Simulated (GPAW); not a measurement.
Here is a GPAW 26.7.0 calculation.

run.py

```python
from ase import Atoms
from ase.dft.bandgap import bandgap
from ase.io import write
from ase.units import GPa
from gpaw import GPAW, PW, setup_paths

setup_paths.insert(0, '.')

atoms = Atoms(['As', 'Ga'],
              cell=[[0.0, 2.82685, 2.82685],
                    [2.82685, 0.0, 2.82685],
                    [2.82685, 2.82685, 0.0]],
              scaled_positions=[[0.75, 0.75, 0.75],
                                [0.0, 0.0, 0.0]],
              pbc=True)

calc = GPAW(mode=PW(500),
            xc='LDA',
            kpts={'size': (7, 7, 7), 'gamma': True},
            occupations={'name': 'fermi-dirac', 'width': 0.01},
            setups={'As': 'jth', 'Ga': 'jth'},
            nbands=-7,
            convergence={'density': 1e-05, 'energy': 1e-05},
            maxiter=150,
            txt='gpaw.txt')
atoms.calc = calc
energy = atoms.get_potential_energy()
forces = atoms.get_forces()
stress = atoms.get_stress()
calc.write('gs.gpw')
write('result.traj', atoms)
print(f'Energy: {energy:.6f} eV')
print('Forces (eV/A):')
print(forces.round(4))
print('Stress (GPa):', (stress / GPa).round(3))
print('Fermi level:', round(calc.get_fermi_level(), 4), 'eV')
print(f'Gap: {bandgap(calc)[0]:.4f} eV, direct: {bandgap(calc, direct=True)[0]:.4f} eV')
```

Potentials or basis: JTH PAW 2.0, LDA, pw.

Run with:

```bash
$ OMP_NUM_THREADS=1 python run.py
```

Question: What does it give for the band gap on the k mesh?

Answer: 0.28 eV, direct.

Question: What does it give for the pressure?

Answer: -2.0 GPa.

Caveat: the cutoff is short for stress and forces, so pressures can be off by a GPa or more; the program truncates these outside data sets.

**Experimental background.**

“Evidence of valence band perturbations in GaAsN/GaAs(001): A combined variable-angle spectroscopic ellipsometry and modulated photoreflectance investigation”, 2008, arxiv:0805.2212 reports, for a bulk crystal of GaAs at 300 K: band gap 1.412 ± 0.01 eV (direct).

Against the measured gap of GaAs, 1.412 eV (direct; 300 K; “Evidence of valence band perturbations in GaAsN/GaAs(001): A combined variable-angle spectroscopic ellipsometry and modulated photoreflectance investigation”, 2008, arxiv:0805.2212), the calculated 0.28 eV is off by -1.14 eV. So large a miss can be the level of theory's own, or it may mean another phase, state or a wrong row. 3 values of this kind are on record (1.412 to 1.51 eV); this one was drawn at random among those near their median, those with a stated uncertainty first. Spin-orbit coupling on As, Ga is left out. The value is that of LDA, without temperature or zero-point motion. Semilocal functionals fall short of measured gaps as a rule.
